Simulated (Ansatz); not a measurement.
# Meshes and cutoff for the phonons of NaH (Fm-3m)

How do the frequencies of NaH (Fm-3m) move with q mesh, k mesh and cutoff?

Calculated with Ansatz 0.2.0; DFT PBE, scalar-relativistic, plane waves, PAW; PAW set soft_1.

## (1) The structure

It takes space group Fm-3m (No. 225, cubic). The conventional cell has a = 4.832 Å, b = 4.832 Å, c = 4.832 Å, α = 90.00°, β = 90.00°, γ = 90.00°. Nearest to Na lie 6 H at 2.42 Å. Nearest to H lie 6 Na at 2.42 Å. Farther neighbours are not listed.

## (2) Tight relaxation

Phonons need a cell at rest on their own settings, so the relaxation is repeated with tight tolerances on forces and stress on the k mesh and occupations of the first response run.

Contents of input.yaml:

```yaml
crystal:
  lattice:
    - [0.0, 2.4160895472, 2.4160895472]
    - [2.4160895472, 0.0, 2.4160895472]
    - [2.4160895472, 2.4160895472, 0.0]
  atoms:
    - { symbol: Na, position: [0.0, 0.0, 0.0] }
    - { symbol: H, position: [0.5, 0.5, 0.5] }
kpoints:
  mp_grid: { grid: [8, 8, 8] }
hamiltonian:
  xc: pbe
  pseudopotentials: { kind: paw, azcp: { folder: soft_1 } }
scf:
  occupations: { method: fixed }
output:
  forces: true
  stress: true
  eigenvalues: true
relax:
  adjacent_minimum: "off"
  f_tol: 0.001
  max_steps: 60
  cell: { stress_tol: 0.01 }
```

Launch:

```
$ ansatz run input.yaml --threads 4 --pin off --max-ram 10240MiB --backend cpu --events-out ev --progress --plain --runs-dir out
```

Numbers of over 12 decimals in the logs are rounded to 6 here.

The log of the run:

```text
Engine: ansatz 0.2.0, aarch64-unknown-linux-gnu
Pseudopotentials: kind: paw
Pseudopotential: Na, paw, valence charge 9, recommended cutoff 420 eV (normal), soft_1/Na.paw.azcp
Pseudopotential: H, paw, valence charge 1, recommended cutoff 420 eV (normal), soft_1/H.paw.azcp
Functional definition: PBE
  parameter kappa = 0.804
  parameter beta = 0.066725
  exchange = pbe_x(kappa = kappa, mu = beta*pi^2/3)
[...]
--- Relaxed structure (1 steps of the walk, 1 accepted, 1 SCFs on fresh bases) ---
  F+E_penalty+E_count = -1502.68158180 eV   max|allowed force component| = 8.793e-31 eV/Å   (the final SCF, on the basis selected at the relaxed cell)
  cell:  # Å, volume = 28.2078 Å³
    - [0.0, 2.4160895472, 2.4160895472]
    - [2.4160895472, 0.0, 2.4160895472]
    - [2.4160895472, 2.4160895472, 0.0]
  atoms:
    - { symbol: Na, position: [0.0, 0.0, 0.0] }
    - { symbol: H, position: [0.5, 0.5, 0.5] }
[key lines of the parts left out:]
SCF converged after 5 iterations
Free energy (F): -1502.681582 eV
Fermi energy:    0.743650 eV
P = ⅓ Tr σ = -0.0023 GPa (-0.023 kbar)
```

Wall time 0.57 s (4 threads of Arm Neoverse V1, shared host); peak memory 0.33 GiB.

Little changed from the start: no atom moved by 0.005 Å and no cell edge by 0.1 %.

This step gave:

```
pressure           : -0.002279 GPa
gap on the k-mesh  : 3.763 eV
volume per atom    : 14.10 Å³
direct gap on mesh : 4.622 eV
```

The forces vanish by symmetry and the pressure is -0.002 GPa, within the tolerances set. The cell now holds 14.10 Å³/atom.

## (3) Response at finite wavevector

Stability and thermal properties need the whole zone. Linear response on a 4×4×4 q mesh gives force constants as far as a supercell of that size would, and the tensors from the zone-centre run are typed in so that the long-range dipole term is interpolated apart.

input.yaml, the sections that differ from step 2:

```yaml
output:
  eigenvalues: true
phonons:
  method: dfpt
  qmesh: [4, 4, 4]
  temperatures: { t_max: 1000, t_step: 50 }
  qpath:
    path:
      - [[0.0, 0.0, 0.0], [0.5, 0.0, 0.5], [0.625, 0.25, 0.625]]
      - [[0.375, 0.375, 0.75], [0.0, 0.0, 0.0], [0.5, 0.5, 0.5], [0.5, 0.25, 0.75], [0.5, 0.0, 0.5]]
    npoints: 10
  non_analytic_term:
    high_frequency_dielectric_tensor: [[3.1171, 0.0, 0.0], [0.0, 3.1171, 0.0], [0.0, 0.0, 3.1171]]
    born_effective_charges:
      - { species: Na, tensor: [[0.9724, 0.0, 0.0], [0.0, 0.9724, 0.0], [0.0, 0.0, 0.9724]] }
      - { species: H, tensor: [[-0.9724, 0.0, 0.0], [0.0, -0.9724, 0.0], [0.0, 0.0, -0.9724]] }
    source: "zone-centre run at this cell"
# crystal, kpoints, hamiltonian, scf: as in step 2
# relax: removed
```

The log of the run:

```text
[...]
Crystal: 2 atoms, lattice volume = 28.208 Å³
Basis set: ecut = 420 eV, 537 PW (Γ), exchange–correlation on 48×48×48 points (8 copies of the dense FFT grid, shifted against one another)
Bands: 9, of which v1, the nominal top of the filled ones, is band 5 counted from 1 (4 counted from 0)
Symmetry: 48 space group operations
k-points: 29 of 512
[...]
SCF iter   1: F=—  HF=-1502.970082 eV  |F-HF|=—  |Δ(HF+E_count)|=         —  Δρ=5.24e-2  dr2=8.90e-1  ethr=3.10e-3  ⟨swp⟩=4.3  Hψ=1495  notcnv=0  defer=43
[...]
SCF iter   8: F=-1502.681582 eV  HF=-1502.681582 eV  |F-HF|=4.55e-13  |Δ(HF+E_count)|=  4.37e-11  Δρ=6.35e-9  dr2=5.71e-15  ethr=1.00e-12  ⟨swp⟩=7.9  Hψ=1329  notcnv=0
SCF 1 converged in 8 iterations: F = -1502.681582 eV  dr2 = 5.71e-15
[...]
NSCF: frozen V_eff on 29 k-points
[...]
DFPT response loops at q = (0, 0, 0) (fractional): preconditioner auto → none (the input reference at scf.mixing.eps_inf says where Resta's filter doesn't serve); β = 0.50; Broyden in place of MSR1
[...]
SCF converged after 8 iterations
Free energy (F): -1502.681582 eV
[...]
Internal energy: -1502.681582 eV  (E = F + TS)
E sigma→0 (E₀):  -1502.681582 eV
Fermi energy:    0.743650 eV
[...]
--- Band table (eV; the first three rows and the last of 29) ---
[...]
--- Phonons (Γ-DFPT): 2 representative perturbations + reference (Σ response iterations 7) ---
  ASR residual: 4.197e-6 → 0.000e0 eV/Å²; symmetrization residual: 1.729e-7 eV/Å²
  ASR residual per site (eV/Å²): 4.20e-6 1.50e-6
  Γ frequencies (cm⁻¹): 0.00 0.00 0.00 493.85 493.85 493.85
--- Phonons (arbitrary-q DFPT): 8 irreducible q on the 4×4×4 mesh ---
  q = [0.0000, 0.0000, 0.0000] (star 1, of the zone-centre solve; hermiticity 3.99e-7, symmetrization 1.24e-12): -0.00 -0.00 -0.00 493.85 493.85 493.85
  q = [0.0000, 0.0000, 0.2500] (star 8, 2 solved perturbations on 288 of 512 k-point pairs; hermiticity 4.05e-8, symmetrization 1.90e-13): 89.28 89.28 165.47 532.53 532.53 886.76
[...]
q = [0.0000, 0.2500, 0.2500] (star 6, 4 solved perturbations in 528 linear systems a pass and spin channel, the states on 164 of 512 k-point pairs; hermiticity 6.83e-8, symmetrization 2.22e-13): 106.50 106.50 158.81 592.67 592.67 864.87
[...]
sum rule: each row above includes the acoustic sum rule's correction from the zone centre's row sums; it moved no ω² by more than (0.64 cm⁻¹)²
  mesh force constants: q→R imaginary residual 1.69e-18; ASR residual 4.197e-6 → 0.000e0 eV/Å²; symmetrization residual 1.332e-15 eV/Å²
  interpolated dispersion: 63 rows × 6 modes
  density of states and harmonic sums: on the 24×24×24 q-mesh, interpolated from the force constants of a 4×4×4 supercell (with the dipole–dipole term of supplied tensors)
  largest difference from the sums on the solved wave vectors: F 1.02e-2 eV, S 1.44e-5 and C_V 3.91e-6 eV/K
  zero-point energy: 0.157117 eV/cell   skipped modes (ω ≤ 0): 3   left out of the sums: 3.62e-5 of the cell's modes: C_V's classical limit lies that fraction below 3 k_B per atom; for a crystal, a wire or a layer, F and S can be off by more, and a phonons.interpolated_qmesh denser along its periods is the remedy for the sampling
```

Wall time 20 s (4 threads); peak memory 0.59 GiB; 77 s of CPU time.

Numbers from this step:

- sum-rule residual before enforcement: 4.20e-6 eV/Å²
- lowest frequency on the path: 0 cm⁻¹
- point group: m-3m
- highest frequency on the path or at a solved wavevector: 889.9 cm⁻¹
- mean frequency: 422.4 cm⁻¹
- Debye temperature (second moment): 949 K
- logarithmic mean frequency: 313 cm⁻¹
- highest optical mode at the zone centre (no LO-TO term): 493.9 cm⁻¹
- lowest optical zone-centre mode: 493.9 cm⁻¹
- lowest mode on the q mesh (acoustic modes at Γ apart): 89.28 cm⁻¹
- zero-point energy per atom: 78.56 meV
- heat capacity at 300 K: 17.32 J/(mol atoms K)
- vibrational entropy at 300 K: 19.65 J/(mol atoms K)
- edges of the widest gap between branches, on path and mesh: 236.7, 493.9 cm⁻¹

Frequencies (cm⁻¹) solved at each irreducible wavevector; negative means imaginary. Frequencies by wavevector, by row:

```csv
q in reciprocal lattice units,star,mode 1,mode 2,mode 3,mode 4,mode 5,mode 6
0 0 0,1,0,0,0,493.9,493.9,493.9
0 0 0.25,8,89.3,89.3,165.5,532.5,532.5,886.8
0 0 -0.5,4,119.4,119.4,236.7,566.5,566.5,881.2
0 0.25 0.25,6,106.5,106.5,158.8,592.7,592.7,864.9
0 0.25 -0.5,24,128.1,149.2,200.2,619.5,678.6,836.1
0 0.25 -0.25,12,117.5,149.5,193.2,561.8,679.5,844.7
0 -0.5 -0.5,3,137.2,137.2,198.8,667.6,667.6,840.6
0.25 -0.5 -0.25,6,150.2,174.8,174.8,675.3,758.7,758.7
```

Interpolated from a 4×4×4 q mesh, with the LO-TO term (at Γ the limit along the path; where Γ stands inside the path, tables give the limit on arrival). The phonon branches at the labelled points (cm⁻¹):

```csv
point,branch 1,branch 2,branch 3,branch 4,branch 5,branch 6
Γ,0,0,0,494,494,890
halfway,106,106,159,593,593,865
X,137,137,199,668,668,841
halfway,136,149,196,658,691,829
U,134,172,186,632,746,796
jump to K,134,172,186,632,746,796
halfway,99,123,174,534,610,869
Γ,0,0,0,494,494,890
halfway,89,89,166,532,532,887
L,119,119,237,566,566,881
halfway,129,150,209,603,681,837
W,150,175,175,675,759,759
halfway,144,151,193,671,694,818
X,137,137,199,668,668,841
```

The phonon branches as a text plot (rows in cm⁻¹):

```
    871 |*********             **********************
    834 |         *******    **                      ***      ***
    797 |                ****                           *   **
    760 |                 **                             ***
    723 |               **  *                          **   **
    686 |            ***     **                       *  ********
    649 |        **** *****    *                     *  *
    612 |       *          *    *                   * **
    575 |    ***            ***  *             *******
    538 |   *                  *****       ****
    501 |***                      *********
    463 |
    426 |
    389 |
    352 |
    315 |
    278 |
    241 |                                      ******
    204 |        ********** ****             **      ****   *****
    167 |      **      ******** **          *         ********
    130 |    ** ***************** **       *   ***********  *****
     93 |  *****               ******     *****
     56 | **                      ****   **
     19 |**                          ****
         Γ           X  U|K            Γ         L        W     X
```

Symmetry leaves 8 wavevectors to solve. The lowest mode among them, the acoustic zeros apart, lies at q = (0, 0, 0.25) and is real, 89.3 cm⁻¹.

## (4) Another q mesh, q mesh 2×2×2

The q mesh is changed to 2×2×2, to see how far the force constants must reach.

Changes to input.yaml since step 3:

```diff
@@ -19,3 +19,3 @@
   method: dfpt
-  qmesh: [4, 4, 4]
+  qmesh: [2, 2, 2]
   temperatures: { t_max: 1000, t_step: 50 }
```

The log of the run:

```text
[...]
Crystal: 2 atoms, lattice volume = 28.208 Å³
Basis set: ecut = 420 eV, 537 PW (Γ), exchange–correlation on 48×48×48 points (8 copies of the dense FFT grid, shifted against one another)
Bands: 9, of which v1, the nominal top of the filled ones, is band 5 counted from 1 (4 counted from 0)
Symmetry: 48 space group operations
k-points: 29 of 512
[...]
SCF iter   1: F=—  HF=-1502.970082 eV  |F-HF|=—  |Δ(HF+E_count)|=         —  Δρ=5.24e-2  dr2=8.90e-1  ethr=3.10e-3  ⟨swp⟩=4.3  Hψ=1495  notcnv=0  defer=43
[...]
SCF iter   8: F=-1502.681582 eV  HF=-1502.681582 eV  |F-HF|=4.55e-13  |Δ(HF+E_count)|=  4.37e-11  Δρ=6.35e-9  dr2=5.71e-15  ethr=1.00e-12  ⟨swp⟩=7.9  Hψ=1329  notcnv=0
SCF 1 converged in 8 iterations: F = -1502.681582 eV  dr2 = 5.71e-15
[...]
SCF converged after 8 iterations
Free energy (F): -1502.681582 eV
[...]
Internal energy: -1502.681582 eV  (E = F + TS)
E sigma→0 (E₀):  -1502.681582 eV
Fermi energy:    0.743650 eV
[...]
--- Band table (eV; the first three rows and the last of 29) ---
[...]
ASR residual: 4.197e-6 → 0.000e0 eV/Å²; symmetrization residual: 1.729e-7 eV/Å²
  ASR residual per site (eV/Å²): 4.20e-6 1.50e-6
  Γ frequencies (cm⁻¹): 0.00 0.00 0.00 493.85 493.85 493.85
--- Phonons (arbitrary-q DFPT): 3 irreducible q on the 2×2×2 mesh ---
[...]
interpolated dispersion: 63 rows × 6 modes
[...]
```

Wall time 4 s (4 threads); peak memory 0.48 GiB.

This step gave:

```yaml
mean_frequency: 419.7 cm⁻¹
debye_temperature_second_moment: 941 K
logarithmic_mean_frequency: 312.6 cm⁻¹
lowest_mode_on_the_q_mesh_acoustic_modes_at_gamma_apart: 119.4 cm⁻¹
zero_point_energy_per_atom: 78.05 meV
heat_capacity_at_300_k: 17.39 J/(mol atoms K)
vibrational_entropy_at_300_k: 19.62 J/(mol atoms K)
```

Frequencies (cm⁻¹) solved at each irreducible wavevector; negative means imaginary. Frequencies by wavevector, by row:

```csv
q in reciprocal lattice units,star,mode 1,mode 2,mode 3,mode 4,mode 5,mode 6
0 0 0,1,0,0,0,493.9,493.9,493.9
0 0 -0.5,4,119.4,119.4,236.7,566.5,566.5,881.2
0 -0.5 -0.5,3,137.2,137.2,198.8,667.6,667.6,840.6
```

Interpolated from a 2×2×2 q mesh, rough between the solved points, with the LO-TO term (at Γ the limit along the path; where Γ stands inside the path, tables give the limit on arrival). Phonon branches along the path, in cm⁻¹:

```csv
point,branch 1,branch 2,branch 3,branch 4,branch 5,branch 6
Γ,0,0,0,494,494,890
halfway,109,109,163,577,577,858
X,137,137,199,668,668,841
halfway,135,150,196,660,687,825
U,131,176,188,640,734,781
jump to K,131,176,188,640,734,781
halfway,99,124,177,542,591,863
Γ,0,0,0,494,494,890
halfway,90,90,166,530,530,886
L,119,119,237,566,566,881
halfway,127,150,213,608,664,826
W,151,176,176,678,744,744
halfway,144,151,193,673,688,810
X,137,137,199,668,668,841
```

The phonon branches as a text plot (rows in cm⁻¹):

```
    871 |*******                *********************
    834 |       ********     ***                     **       ***
    797 |               *** *                          **   **
    760 |                  *                             ***
    723 |                ** *                           ** **
    686 |            ****                              * ********
    649 |         *** *****  **                      ** *
    612 |       **         **  *                    ****
    575 |      *             *****             ******
    538 |   ***                 ****       ****
    501 |***                      *********
    463 |
    426 |
    389 |
    352 |
    315 |
    278 |
    241 |                                      ******
    204 |        ***************             **      ****   *****
    167 |      **      ******** **          *         ********
    130 |   *** ***************** **       *   ***********  *****
     93 |  *****               ******     *****
     56 | **                      ****   **
     19 |**                          ****
         Γ           X  U|K            Γ         L        W     X
```

The mean frequency is 419.7 cm⁻¹, -2.7 cm⁻¹ against the base run.

The highest branch reaches 890 cm⁻¹ on this path, at Γ. No branch goes imaginary on this path.

## (5) Another q mesh, k-mesh 9×9×9, q mesh 3×3×3

The q mesh is changed to 3×3×3, to see how far the force constants must reach; the k mesh is 9×9×9, against 8×8×8 in the base run, so that the q mesh divides it.

Changes to input.yaml since step 4:

```diff
@@ -9,3 +9,3 @@
 kpoints:
-  mp_grid: { grid: [8, 8, 8] }
+  mp_grid: { grid: [9, 9, 9] }
 hamiltonian:
@@ -19,3 +19,3 @@
   method: dfpt
-  qmesh: [2, 2, 2]
+  qmesh: [3, 3, 3]
   temperatures: { t_max: 1000, t_step: 50 }
```

The log of the run:

```text
[...]
Crystal: 2 atoms, lattice volume = 28.208 Å³
Basis set: ecut = 420 eV, 537 PW (Γ), exchange–correlation on 48×48×48 points (8 copies of the dense FFT grid, shifted against one another)
Bands: 9, of which v1, the nominal top of the filled ones, is band 5 counted from 1 (4 counted from 0)
Symmetry: 48 space group operations
k-points: 35 of 729
[...]
E sigma→0 (E₀):  -1502.681565 eV
Fermi energy:    0.679132 eV
[...]
--- Band table (eV; the first three rows and the last of 35) ---
[...]
ASR residual: 5.064e-6 → 0.000e0 eV/Å²; symmetrization residual: 1.162e-7 eV/Å²
  ASR residual per site (eV/Å²): 5.06e-6 1.13e-6
  Γ frequencies (cm⁻¹): 0.00 0.00 0.00 493.89 493.89 493.89
--- Phonons (arbitrary-q DFPT): 4 irreducible q on the 3×3×3 mesh ---
[...]
interpolated dispersion: 63 rows × 6 modes
[...]
[key lines of the parts left out:]
SCF converged after 8 iterations
Free energy (F): -1502.681565 eV
```

The job ended after 13 s (4 threads; peak memory 0.54 GiB).

The mean frequency is 422.1 cm⁻¹, -0.3 cm⁻¹ against the base run, whose k mesh differs too.

## (6) Another q mesh, k-mesh 12×12×12, q mesh 6×6×6

The q mesh is changed to 6×6×6, to see how far the force constants must reach; the k mesh is 12×12×12, against 8×8×8 in the base run, so that the q mesh divides it.

Changes to input.yaml since step 5:

```diff
@@ -9,3 +9,3 @@
 kpoints:
-  mp_grid: { grid: [9, 9, 9] }
+  mp_grid: { grid: [12, 12, 12] }
 hamiltonian:
@@ -19,3 +19,3 @@
   method: dfpt
-  qmesh: [3, 3, 3]
+  qmesh: [6, 6, 6]
   temperatures: { t_max: 1000, t_step: 50 }
```

The log of the run:

```text
[...]
Crystal: 2 atoms, lattice volume = 28.208 Å³
Basis set: ecut = 420 eV, 537 PW (Γ), exchange–correlation on 48×48×48 points (8 copies of the dense FFT grid, shifted against one another)
Bands: 9, of which v1, the nominal top of the filled ones, is band 5 counted from 1 (4 counted from 0)
Symmetry: 48 space group operations
k-points: 72 of 1728
[...]
E sigma→0 (E₀):  -1502.681583 eV
Fermi energy:    0.743646 eV
[...]
--- Band table (eV; the first three rows and the last of 72) ---
[...]
ASR residual: 3.277e-6 → 0.000e0 eV/Å²; symmetrization residual: 1.615e-7 eV/Å²
  ASR residual per site (eV/Å²): 3.28e-6 1.44e-6
  Γ frequencies (cm⁻¹): 0.00 0.00 0.00 493.87 493.87 493.87
--- Phonons (arbitrary-q DFPT): 16 irreducible q on the 6×6×6 mesh ---
[...]
interpolated dispersion: 63 rows × 6 modes
[...]
[key lines of the parts left out:]
SCF converged after 8 iterations
Free energy (F): -1502.681583 eV
```

Elapsed: 3.2 min, on 4 threads; peak memory 1.1 GiB; 12 min of CPU time.

The mean frequency is 422.4 cm⁻¹, +0.0 cm⁻¹ against the base run, whose k mesh differs too.

## (7) Comparing the runs

Times are for 4 threads of Arm Neoverse V1, shared host. The runs compared:

```csv
no.,q mesh,k-mesh,mean frequency (cm⁻¹),zero-point energy per atom (meV),lowest frequency on the path (cm⁻¹),time,memory (GiB)
1,2×2×2,8×8×8,419.7,78.05,0,4 s,0.48
2,3×3×3,9×9×9,422.1,78.5,0,13 s,0.54
3,6×6×6,12×12×12,422.4,78.56,0,3.2 min,1.1
```

The phonon density of states has structure finer than the step of the table below, so its rows give means over 25 cm⁻¹, whole bins alone (the curve runs from 5 to 895 cm⁻¹). Peaks (cm⁻¹: height): 2×2×2, 8×8×8 125.0: 0.0444, 195.0: 0.0371, 575.0: 0.0129, 835.0: 0.0114; 3×3×3, 9×9×9 135.0: 0.0445, 195.0: 0.0330, 575.0: 0.0130, 855.0: 0.0170; 6×6×6, 12×12×12 125.0: 0.0435, 195.0: 0.0373, 575.0: 0.0121, 875.0: 0.0143.

The runs together. Phonon density of states against wavenumber; means over each step; values in 1/cm⁻¹/cell:

```csv
wavenumber (cm⁻¹),"2×2×2, 8×8×8","3×3×3, 9×9×9","6×6×6, 12×12×12"
25,3.0e-4,3.4e-4,3.1e-4
50,0.00132,0.00146,0.00138
75,0.00392,0.00418,0.00409
100,0.0129,0.0122,0.0127
125,0.0365,0.0367,0.0365
150,0.0229,0.0240,0.0239
175,0.0140,0.0153,0.0153
200,0.0221,0.0205,0.0213
225,0.00596,0.00508,0.00446
250,2.4e-4,2.0e-4,1.6e-4
275,0,0,0
300,0,0,0
325,0,0,0
350,0,0,0
375,0,0,0
400,0,0,0
425,0,0,0
450,0,0,0
475,3.0e-5,2.5e-5,2.3e-5
500,0.00153,0.00137,0.00135
525,0.00443,0.00432,0.00425
550,0.00774,0.00792,0.00728
575,0.0122,0.0123,0.0115
600,0.0126,0.0119,0.0119
625,0.0123,0.0111,0.0117
650,0.0119,0.0104,0.0115
675,0.00810,0.00817,0.00780
700,0.00523,0.00553,0.00562
725,0.00346,0.00438,0.00456
750,0.00103,0.00245,0.00243
775,0.00312,0.00124,0.00156
800,0.00607,0.00424,0.00485
825,0.00950,0.00842,0.00909
850,0.0108,0.0146,0.0115
875,0.00912,0.0107,0.0117
```

The runs together, line C_V. The C_V by temperature; values in J/mol-atom/K:

```csv
temperature (K),"2×2×2, 8×8×8","3×3×3, 9×9×9","6×6×6, 12×12×12"
0,0,0,0
50,3.66,3.70,3.70
100,8.69,8.73,8.74
150,11.4,11.4,11.4
200,13.7,13.6,13.6
250,15.7,15.7,15.6
300,17.4,17.3,17.3
350,18.7,18.7,18.7
400,19.8,19.8,19.8
450,20.7,20.6,20.6
500,21.3,21.3,21.3
550,21.9,21.8,21.8
600,22.3,22.2,22.2
650,22.6,22.6,22.6
700,22.9,22.9,22.9
750,23.2,23.1,23.1
800,23.4,23.3,23.3
850,23.5,23.5,23.5
900,23.7,23.6,23.6
950,23.8,23.8,23.8
1000,23.9,23.9,23.9
```

(Continued in part 2 of 3.)

[Logs are printed without paths, hosts, clocks, repeated set-up lines and the standing remarks that a program may print on its own settings, such as how far it seeks lower states.]

[Hosts, paths, dates, database ids (printed as entryN), source tags and the programs' standing remarks are cut or masked in the printed files.]
